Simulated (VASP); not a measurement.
Input of a VASP 6.6.1 run:

The input POSCAR:

```
CsH
1.0
    0.0000000000      3.1880000000      3.1880000000
    3.1880000000      0.0000000000      3.1880000000
    3.1880000000      3.1880000000      0.0000000000
Cs H
1 1
Direct
    0.0000000000      0.0000000000      0.0000000000
    0.5000000000      0.5000000000      0.5000000000
```

Contents of INCAR.step1:

```
PREC = Accurate ; ENCUT = 500
EDIFF = 1E-8 ; ISMEAR = 0
SIGMA = 0.01 ; LREAL = F
LASPH = T ; NELM = 60
ALGO = Normal ; LWAVE = T
LCHARG = F ; METAGGA = R2SCAN
LMIXTAU = T
```

The input INCAR.step2:

```
PREC = Accurate ; ENCUT = 500
EDIFF = 1E-8 ; ISMEAR = 0
SIGMA = 0.01 ; LREAL = F
LASPH = T ; NELM = 1
ALGO = Exact ; LWAVE = T
LCHARG = F ; METAGGA = R2SCAN
LMIXTAU = T ; NBANDS = 223
LOPTICS = T ; ISTART = 1
```

File INCAR.step3:

```
PREC = Accurate ; ENCUT = 500
EDIFF = 1E-8 ; ISMEAR = 0
SIGMA = 0.01 ; LREAL = F
LASPH = T ; ALGO = EVGW0
LWAVE = F ; LCHARG = F
METAGGA = R2SCAN ; LMIXTAU = T
NELMGW = 1 ; NBANDS = 223
ENCUTGW = 100 ; NOMEGA = 48
PRECFOCK = Fast ; ISTART = 1
NBANDSGW = 13
```

KPOINTS

```
regular mesh
0
Gamma
  4 4 4
```

Potentials or basis: VASP PAW PBE potentials, release 64 (Cs_sv_GW, H_GW).

The run is started by

```sh
$ cat potpaw_PBE.64/Cs_sv_GW/POTCAR potpaw_PBE.64/H_GW/POTCAR > POTCAR
$ cp INCAR.step1 INCAR
$ mpirun -np 1 vasp_std > vasp.out
$ cp INCAR.step2 INCAR
$ mpirun -np 1 vasp_std > vasp.out
$ cp INCAR.step3 INCAR
$ mpirun -np 1 vasp_std > vasp.out
```

**Question.** Predict the quasiparticle gap.

**Answer.** 4.47 eV.

**Question.** Estimate the least direct quasiparticle gap.

**Answer.** 4.47 eV.

**Question.** Predict the band gap on the k mesh, mean-field level.

**Answer.** 2.68 eV, direct.

Caveat: the k mesh is coarse (spacing up to 0.43 Å⁻¹), so the values aren't converged; bands, screening cutoff and mesh are small and nothing is extrapolated, so the quasiparticle values aren't converged; spin-orbit coupling is left out, which moves the levels of the heavy elements. A k mesh can miss the band edges.
